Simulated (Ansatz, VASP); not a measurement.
## SnSe: VASP beside Ansatz

File INCAR:

```
SYSTEM = SnSe
ALGO = Fast
EDIFF = 1E-6
ENCUT = 520
GGA = PE
ISIF = 2
ISMEAR = 0
LASPH = .TRUE.
LCHARG = .FALSE.
LREAL = .FALSE.
LWAVE = .FALSE.
NBANDS = 50
NELM = 80
PREC = Accurate
SIGMA = 0.011
```

Contents of KPOINTS:

```
k-points
0
G
  3 6 6
  0 0 0
```

Contents of POSCAR:

```
SnSe
1.0
   11.4200000000      0.0000000000      0.0000000000
    0.0000000000      4.1900000000      0.0000000000
    0.0000000000      0.0000000000      4.4600000000
Sn Se
4 4
Direct
    0.8770000000      0.7500000000      0.9090000000
    0.6230000000      0.2500000000      0.4090000000
    0.3770000000      0.7500000000      0.5910000000
    0.1230000000      0.2500000000      0.0910000000
    0.6430000000      0.7500000000      0.9840000000
    0.8570000000      0.2500000000      0.4840000000
    0.1430000000      0.7500000000      0.5160000000
    0.3570000000      0.2500000000      0.0160000000
```

File input.yaml:

```yaml
crystal:
  lattice:
    - [11.42, 0.0, 0.0]
    - [0.0, 4.19, 0.0]
    - [0.0, 0.0, 4.46]
  atoms:
    - { symbol: Sn, position: [0.877, 0.75, 0.909] }
    - { symbol: Sn, position: [0.623, 0.25, 0.409] }
    - { symbol: Sn, position: [0.377, 0.75, 0.591] }
    - { symbol: Sn, position: [0.123, 0.25, 0.091] }
    - { symbol: Se, position: [0.643, 0.75, 0.984] }
    - { symbol: Se, position: [0.857, 0.25, 0.484] }
    - { symbol: Se, position: [0.143, 0.75, 0.516] }
    - { symbol: Se, position: [0.357, 0.25, 0.016] }
hamiltonian:
  xc: pbe
  pseudopotentials: { kind: paw }
kpoints:
  mp_grid: { grid: [3, 6, 6] }
scf:
  occupations: { method: gaussian, width: 0.011 }
output:
  forces: true
  stress: true
  eigenvalues: true
```

Alike in both runs: task single point; functional PBE; k mesh 3 × 6 × 6; occupations gaussian, width 0.011 eV; no spin polarisation.

|  | VASP | Ansatz |
| --- | --- | --- |
| version | VASP 6.6.1 | Ansatz 0.2.0 |
| potentials or method | VASP PAW PBE potentials, release 64 (Sn_d, Se) | Ansatz PAW |
| plane-wave cutoff (eV) | 520 | 420 |
| valence electrons in the cell | 80 | 120 |

Ansatz gave:

```
gap on the k mesh at the Fermi level (eV)       : 0.54
least direct gap on the mesh (eV)               : 0.71
pressure (GPa)                                  : 2.4
largest component of the traceless stress (GPa) : 1.82
rms of the force components (eV/Å)              : 0.165
```

Task: Which values does VASP return?

Result: gap on the k mesh at the Fermi level (eV): 0.54; least direct gap on the mesh (eV): 0.70; pressure (GPa): 2.4; largest component of the traceless stress (GPa): 1.85; rms of the force components (eV/Å): 0.173.

Atom by atom the forces differ by 0.009 eV/Å (rms over components). The two sets of potentials don't hold the same shells in valence.

Caveats: spin-orbit coupling is left out, which moves the levels of the heavy elements; an odd mesh through Γ misses points on the zone boundary, where band edges often lie (VASP); odd divisions of the mesh miss points on the zone boundary, where band edges often lie, so the gap on the mesh can be too wide (Ansatz).
